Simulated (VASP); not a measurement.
# MgO (Fm-3m) in VASP: elastic constants with LDA

Aim: the elastic constants of MgO with LDA.

Everything below comes from runs of VASP 6.6.1. Logs are shortened: lines on timing, memory, paths and dates and some standing lists are left out, and cuts for length are marked.

### Step 1. The structure

Symmetry: Fm-3m, No. 225, cubic system. Conventional cell: a = 4.249 Å, b = 4.249 Å, c = 4.249 Å, α = 90.00°, β = 90.00°, γ = 90.00°. Around Mg (site symmetry m-3m) lie 6 O at 2.12 Å. O (site symmetry m-3m) is surrounded by 6 Mg at 2.12 Å.

### Step 2. Elastic constants, LDA

Input file POSCAR:

```
MgO
1.0
    0.0000000000      2.1245000000      2.1245000000
    2.1245000000      0.0000000000      2.1245000000
    2.1245000000      2.1245000000      0.0000000000
Mg O
1 1
Direct
    0.0000000000      0.0000000000      0.0000000000
    0.5000000000      0.5000000000      0.5000000000
```

Input file INCAR.step1:

```
SYSTEM = MgO
PREC = Accurate
ENCUT = 600
EDIFF = 1E-8
ISMEAR = 0
SIGMA = 0.02
LREAL = .FALSE.
LASPH = .TRUE.
NELM = 60
ALGO = Fast
ISIF = 3
LWAVE = .FALSE.
LCHARG = .FALSE.
IBRION = 2
NSW = 40
EDIFFG = -0.002
```

Input file INCAR.step2:

```
SYSTEM = MgO
PREC = Accurate
ENCUT = 600
EDIFF = 1E-8
ISMEAR = 0
SIGMA = 0.02
LREAL = .FALSE.
LASPH = .TRUE.
NELM = 60
ALGO = Fast
ISIF = 3
LWAVE = .FALSE.
LCHARG = .FALSE.
IBRION = 6
NFREE = 2
POTIM = 0.015
NSW = 1
```

Input file KPOINTS:

```
regular mesh
0
G
  10 10 10
  0 0 0
```

Potentials or basis: VASP PAW LDA potentials, release 64 (Mg, O).

The run is started by

```bash
> cat potpaw_LDA.64/Mg/POTCAR potpaw_LDA.64/O/POTCAR > POTCAR
> cp INCAR.step1 INCAR
> mpirun -np 1 vasp_std > vasp.out
> cp CONTCAR POSCAR
> cp INCAR.step2 INCAR
> mpirun -np 1 vasp_std > vasp.out
```

OUTCAR:

```text
SYSTEM = MgO
   PREC = Accurate
   ENCUT = 600
   EDIFF = 1E-8
   ISMEAR = 0
   LREAL = .FALSE.
   LASPH = .TRUE.
   NELM = 60
   ISIF = 3
   IBRION = 6
   NFREE = 2
   POTIM = 0.015
   NSW = 1

 ion  position               nearest neighbor table
   1  0.000  0.000  0.000-   2 2.07   2 2.07   2 2.07   2 2.07   2 2.07   2 2.07
   2  0.500  0.500  0.500-   1 2.07   1 2.07   1 2.07   1 2.07   1 2.07   1 2.07

  LATTYP: Found a face centered cubic cell.
 ALAT       =     4.1431737237

  Lattice vectors:

 A1 = (   0.0000000000,   2.0715868619,   2.0715868619)
 A2 = (   2.0715868619,   0.0000000000,   2.0715868619)
 A3 = (   2.0715868619,   2.0715868619,   0.0000000000)

Analysis of symmetry for initial positions (statically):
=====================================================================
 Subroutine PRICEL returns:
 Original cell was already a primitive cell.

 Routine SETGRP: Setting up the symmetry group for a
 face centered cubic supercell.

 Subroutine GETGRP returns: Found 48 space group operations
 (whereof 48 operations were pure point group operations)
 out of a pool of 48 trial point group operations.

The static configuration has the point symmetry O_h .

Analysis of symmetry for dynamics (positions and initial velocities):
=====================================================================
 Subroutine PRICEL returns:
 Original cell was already a primitive cell.

 Routine SETGRP: Setting up the symmetry group for a
 face centered cubic supercell.

 Subroutine GETGRP returns: Found 48 space group operations
 (whereof 48 operations were pure point group operations)
 out of a pool of 48 trial point group operations.

The dynamic configuration has the point symmetry O_h .

 Subroutine INISYM returns: Found 48 space group operations
 (whereof 48 operations are pure point group operations),
 and found     1 'primitive' translations

----------------------------------------------------------------------------------------

                                     Primitive cell

  volume of cell :      17.7803

  direct lattice vectors                    reciprocal lattice vectors
     0.000000000  2.071586862  2.071586862    -0.241360866  0.241360866  0.241360866
     2.071586862  0.000000000  2.071586862     0.241360866 -0.241360866  0.241360866
     2.071586862  2.071586862  0.000000000     0.241360866  0.241360866 -0.241360866

  length of vectors
     2.929666236  2.929666236  2.929666236     0.418049284  0.418049284  0.418049284

  position of ions in fractional coordinates (direct lattice)
     0.000000000  0.000000000  0.000000000
     0.500000000  0.500000000  0.500000000

  ion indices of the primitive-cell ions
   primitive index   ion index
                 1           1
                 2           2

----------------------------------------------------------------------------------------

 KPOINTS: regular mesh

Automatic generation of k-mesh.
 Grid dimensions read from file:
 generate k-points for:   10   10   10

 Generating k-lattice:

  Cartesian coordinates                     Fractional coordinates (reciprocal lattice)
    -0.024136087  0.024136087  0.024136087     0.100000000  0.000000000  0.000000000
     0.024136087 -0.024136087  0.024136087     0.000000000  0.100000000  0.000000000
     0.024136087  0.024136087 -0.024136087     0.000000000  0.000000000  0.100000000

  Length of vectors
     0.041804928  0.041804928  0.041804928

  Shift w.r.t. Gamma in fractional coordinates (k-lattice)
     0.000000000  0.000000000  0.000000000

 Subroutine IBZKPT returns following result:
 ===========================================

 Found     47 irreducible k-points:

 Following reciprocal coordinates:
            Coordinates               Weight
  0.000000  0.000000  0.000000      1.000000
  0.100000  0.000000  0.000000      8.000000
  0.200000  0.000000  0.000000      8.000000
[... 53 lines left out ...]
   EMIN   =  10.00;   EMAX   =-10.00  energy-range for DOS
   EFERMI =   0.00;   METHOD = LEGACY
   ISMEAR =     0;   SIGMA  =   0.02  broadening in eV -4-tet -1-fermi 0-gaus
   EFERMI_NEDOS =   21; number of points for ismear=-14 and -15
   IALGO  =     68    algorithm
   IMIX   =      4    mixing-type and parameters
     AMIX     =   0.40;   BMIX     =  1.00
     AMIX_MAG =   1.60;   BMIX_MAG =  1.00
  volume/ion in A,a.u.               =       8.89        59.99
  Fermi-wavevector in a.u.,A,eV,Ry     =   1.254464  2.370594 21.411229  1.573681
  Thomas-Fermi vector in A             =   2.388268
   LORBIT       =      0    0 simple, 1 ext, 2 COOP (PROOUT), +10 PAW based schemes
   GGA     = CA    functional components
   LHFCALC =     F    Hartree Fock is set to
   AEXX    =    0.0000 exact exchange contribution
   IVDW    =     0    specifies the selected vdW correction
   LEPSILON=     F    determine dielectric tensor
   LRPA    =     F    only Hartree local field effects (RPA)
 finite differences with symmetry
 non-spin polarized calculation
 RMM-DIIS sequential band-by-band and
 Gauss-broadening in eV      SIGMA  =   0.02
  energy-cutoff  :      600.00
  volume of cell :       17.78
 maximum number of plane-waves:       609
   NGX = 11   NGY = 11   NGZ = 11

--------------------------------------- Ionic step        1  -------------------------------------------

 number of electron       7.9999999 magnetization

 Free energy of the ion-electron system (eV)
  ---------------------------------------------------
  ext. energy  EPLUGINS =         0.00000000
  ---------------------------------------------------
  free energy    TOTEN  =       -13.44884091 eV

  energy without entropy =      -13.44884091  energy(sigma->0) =      -13.44884091

------------------------ aborting loop because EDIFF is reached ----------------------------------------

  FORCE on cell =-STRESS in cart. coord.  units (eV):
  Direction    XX          YY          ZZ          XY          YZ          ZX
  --------------------------------------------------------------------------------------
  -------------------------------------------------------------------------------------
  Total        0.0095990      0.0095990      0.0095990      0.0000000      0.0000000     -0.0000000
  in kB        0.8649650      0.8649650      0.8649650      0.0000000      0.0000000     -0.0000000
  external PRESSURE =       0.8649650 kB  Pullay stress =       0.0000000 kB
[... 89 lines left out ...]
  FREE ENERGIE OF THE ION-ELECTRON SYSTEM (eV)
  ---------------------------------------------------
  free  energy   TOTEN  =       -13.4441359340 eV

  energy  without entropy=      -13.4441359340  energy(sigma->0) =      -13.44413593

[... ionic steps 4 to 14 ...]

--------------------------------------- Ionic step       15  -------------------------------------------

 number of electron       7.9999999 magnetization

------------------------ aborting loop because EDIFF is reached ----------------------------------------
[... 67 lines left out ...]
--------------------------------------- Ionic step       17  -------------------------------------------

 number of electron       8.0000000 magnetization

 Free energy of the ion-electron system (eV)
  ---------------------------------------------------
  ext. energy  EPLUGINS =         0.00000000
  ---------------------------------------------------
  free energy    TOTEN  =       -13.44811790 eV

  energy without entropy =      -13.44811790  energy(sigma->0) =      -13.44811790

 E-fermi :   3.4011     XC(G=0): -11.8324

 val. band max:        3.2635947168   @ k =   0.0000   0.0000   0.0000
 cond. band min:       8.4192946080   @ k =   0.0000   0.0000   0.0000
 fundamental gap:      5.1556998912
 Fermi energy:         3.4011499365

 k-point     1 :       0.0000    0.0000    0.0000
  band No.  band energies     occupation
      1     -14.0043      2.00000
      2       3.2633      2.00000
      3       3.2636      2.00000
      4       3.2636      2.00000
      5       8.4193      0.00000
      6      19.0604      0.00000
      7      19.0609      0.00000
      8      19.0609      0.00000
[... 243 lines left out ...]
 k-point    24 :       0.4000    0.3000    0.0000
  band No.  band energies     occupation
      1     -12.5852      2.00000
      2      -0.5301      2.00000
      3       1.8601      2.00000
      4       2.0979      2.00000
      5      13.0454      0.00000
      6      13.4773      0.00000
      7      17.1160      0.00000
      8      21.7764      0.00000

 [... further k-points ...]
[... 5 lines left out ...]
  --------------------------------------------------------------------------------------
  -------------------------------------------------------------------------------------
  Total        0.0194223      0.0087087      0.0087087      0.0000000      0.0000000      0.0000000
  in kB        1.7501363      0.7847387      0.7847387      0.0000000      0.0000000      0.0000000
  external PRESSURE =       1.1065379 kB  Pullay stress =       0.0000000 kB
[... 17 lines left out ...]
  FREE ENERGIE OF THE ION-ELECTRON SYSTEM (eV)
  ---------------------------------------------------
  free  energy   TOTEN  =       -13.4481178954 eV

  energy  without entropy=      -13.4481178954  energy(sigma->0) =      -13.44811790

 INTERNAL STRAIN TENSORS FROM STRAINED CELLS
 ============================================

 INTERNAL STRAIN TENSOR FOR ION    1 for displacements in x,y,z  (eV/Angst):
          X           Y           Z          XY          YZ          ZX
  --------------------------------------------------------------------------------
  x     0.00000     0.00000     0.00000    -0.00000     0.00000    -0.00000
  y     0.00000     0.00000    -0.00000     0.00000    -0.00000     0.00000
  z     0.00000    -0.00000     0.00000    -0.00000    -0.00000     0.00000

 INTERNAL STRAIN TENSORS FROM DISPLACED ATOMS
 ============================================

 INTERNAL STRAIN TENSOR FOR ION    1 for displacements in x,y,z  (eV/Angst):
          X           Y           Z          XY          YZ          ZX
  --------------------------------------------------------------------------------
  x     0.00000     0.00000     0.00000     0.00000     0.00000     0.00000
  y     0.00000     0.00000     0.00000     0.00000     0.00000     0.00000
  z     0.00000     0.00000     0.00000     0.00000     0.00000     0.00000

 INTERNAL STRAIN TENSOR FOR ION    2 for displacements in x,y,z  (eV/Angst):
          X           Y           Z          XY          YZ          ZX
  --------------------------------------------------------------------------------
  x     0.00000     0.00000     0.00000     0.00000     0.00000     0.00000
  y     0.00000     0.00000     0.00000     0.00000     0.00000     0.00000
  z     0.00000     0.00000     0.00000     0.00000     0.00000     0.00000

 Eigenvectors and eigenvalues of the dynamical matrix
 ----------------------------------------------------

   1 f  =   12.768424 THz    80.226371 2PiTHz  425.908766 cm-1    52.805933 meV
             X         Y         Z           dx          dy          dz
      0.000000  0.000000  0.000000     0.000000    0.000000   -0.630042
      2.071587  2.071587  2.071587     0.000000    0.000000    0.776561
[... 21 lines left out ...]
   6 f/i=    0.000261 THz     0.001640 2PiTHz    0.008708 cm-1     0.001080 meV
             X         Y         Z           dx          dy          dz
      0.000000  0.000000  0.000000     0.015313   -0.263056   -0.730489
      2.071587  2.071587  2.071587     0.012424   -0.213423   -0.592663

--------------------------------------------------------------------------------------------------------

 ELASTIC MODULI CONTR FROM IONIC RELAXATION (kBar)
 Direction    XX          YY          ZZ          XY          YZ          ZX
 --------------------------------------------------------------------------------
 XX           0.0000      0.0000      0.0000      0.0000      0.0000      0.0000
 YY           0.0000      0.0000      0.0000      0.0000      0.0000      0.0000
 ZZ           0.0000      0.0000      0.0000      0.0000      0.0000      0.0000
 XY           0.0000      0.0000      0.0000      0.0000      0.0000      0.0000
 YZ           0.0000      0.0000      0.0000      0.0000      0.0000      0.0000
 ZX           0.0000      0.0000      0.0000      0.0000      0.0000      0.0000
 --------------------------------------------------------------------------------

 TOTAL ELASTIC MODULI (kBar)
 Direction    XX          YY          ZZ          XY          YZ          ZX
 --------------------------------------------------------------------------------
 XX        3445.6788    966.8345    966.8345      0.0000     -0.0000     -0.0000
 YY         966.8345   3445.6788    966.8345     -0.0000      0.0000     -0.0000
 ZZ         966.8345    966.8345   3445.6788     -0.0000     -0.0000     -0.0000
 XY           0.0000     -0.0000     -0.0000   1567.7707     -0.0000      0.0000
 YZ          -0.0000      0.0000     -0.0000     -0.0000   1567.7707      0.0000
 ZX          -0.0000     -0.0000     -0.0000      0.0000      0.0000   1567.7707
 --------------------------------------------------------------------------------
```

It took 96 s on 1 thread of Intel Xeon 6975P-C (Granite Rapids), shared host; peak memory 0.23 GiB.

What came out:

```
Relaxed volume                                          : 8.89 Å³/atom
Relaxed cell                                            : a = 2.930 Å, b = 2.930 Å, c = 2.930 Å, α = 60.00°, β = 60.00°, γ = 60.00°
Space group after relaxing (to 0.05 Å)                  : Fm-3m (No. 225)
Elastic constants C11, C12, C44                         : 345, 97, 157 GPa
Voigt bulk modulus                                      : 179 GPa
Highest phonon frequency at Γ, LO-TO splitting left out : 426 cm⁻¹
```

The path:
```csv
step,energy change (eV),largest force (eV/Å),pressure (GPa),volume (Å³)
1,0.0000,0.0000,-11.59,19.18
2,-0.0467,0.0000,5.04,17.32
3,-0.0539,0.0000,0.01,17.78
```

Final structure:
```
Mg O
1.0
     0.00000    2.07159    2.07159
     2.07159    0.00000    2.07159
     2.07159    2.07159    0.00000
Mg O
1 1
Direct
  0.00000 0.00000 0.00000
  0.50000 0.50000 0.50000
```

Phonon frequencies in cm⁻¹ (negative: imaginary):
```
              q point        frequencies
(0.000, 0.000, 0.000)  0 0 0 426 426 426
```

Elastic tensor in Voigt notation (GPa, in the Cartesian axes of the cell as first typed):
```
345  97  97   0   0   0
 97 345  97   0   0   0
 97  97 345   0   0   0
  0   0   0 157   0   0
  0   0   0   0 157   0
  0   0   0   0   0 157
```

Clamped-ion elastic tensor (GPa):
```
345  97  97   0   0   0
 97 345  97   0   0   0
 97  97 345   0   0   0
  0   0   0 157   0   0
  0   0   0   0 157   0
  0   0   0   0   0 157
```
